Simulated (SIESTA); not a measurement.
Runs of SIESTA 5.4.2 on GaN. Symmetry: F-43m, No. 216, cubic system. The conventional cell has a = 4.507 Å, b = 4.507 Å, c = 4.507 Å, α = 90.00°, β = 90.00°, γ = 90.00°. Ga (site symmetry -43m) is surrounded by 4 N at 1.95 Å. Around N (site symmetry -43m) lie 4 Ga at 1.95 Å. The cell is a database's computed one.

```tsv
task	level	potentials or basis	spin	cell	k mesh	optimiser	force tolerance	energy shift	gap on the mesh (eV)	pressure (GPa)	moment (μB)
relaxation of cell and atoms	RGE2	PseudoDojo 0.4 standard (PBE files), DZP (energy shift 0.002 Ry; radii capped at 9.5 bohr)	off	relaxed	10 × 10 × 10	CG	0.02 eV/Å	0.002 Ry	1.50	-0.1	-
band structure	PBE	PseudoDojo 0.4 standard (PBE files), SZP (energy shift 0.01 Ry)	off	as given	10 × 10 × 10	-	-	0.01 Ry	(a)	10.0	-
band structure	PBEsol	PseudoDojo 0.4 standard (PBEsol files, fully relativistic), DZP (energy shift 0.002 Ry; radii capped at 9.5 bohr)	non-collinear, zero start, SOC	as given	8 × 8 × 8	-	-	0.002 Ry	1.68	3.0	0.00
band structure	PBEGcGxLO	PseudoDojo 0.4 standard (PBE files), DZP (energy shift 0.002 Ry; radii capped at 9.5 bohr)	off	as given	10 × 10 × 10	-	-	0.002 Ry	1.61	2.5	-
band structure	PBE	SPMS 1.0 (PBE files) or PseudoDojo by element, DZP (energy shift 0.002 Ry; radii capped at 9.5 bohr)	off	as given	10 × 10 × 10	-	-	0.002 Ry	1.71	10.4	-
band structure	LDA	PseudoDojo 0.4 standard (PBE files, fully relativistic), DZP (energy shift 0.002 Ry; radii capped at 9.5 bohr)	non-collinear, zero start, SOC	as given	8 × 8 × 8	-	-	0.002 Ry	1.53	(b)	0.00
band structure	PBE	PseudoDojo 0.4 standard (PBE files), SZ (energy shift 0.002 Ry; radii capped at 9.5 bohr)	off	as given	10 × 10 × 10	-	-	0.002 Ry	1.87	15.5	-
```

Alike in all rows: smearing fermi-dirac 0.05 eV; grid cutoff 800 Ry.

Q: Fill in the values left out.

A: (a) 1.93; (b) -1.7.

Caveats: the basis of atomic orbitals isn't converged, which shifts pressures, moduli and gaps; semicore shells carry a single zeta, which can move pressures by several GPa and volumes by a few percent (some runs); the potentials were made for another functional, which shifts forces and pressure (some runs); the basis has no polarisation orbitals (some runs); so large a pressure means that the cell lies far from this level's equilibrium, or that cutoff or potentials fall short (some runs).

A k mesh can miss the band edges, and rows without SOC leave out spin-orbit coupling on Ga.
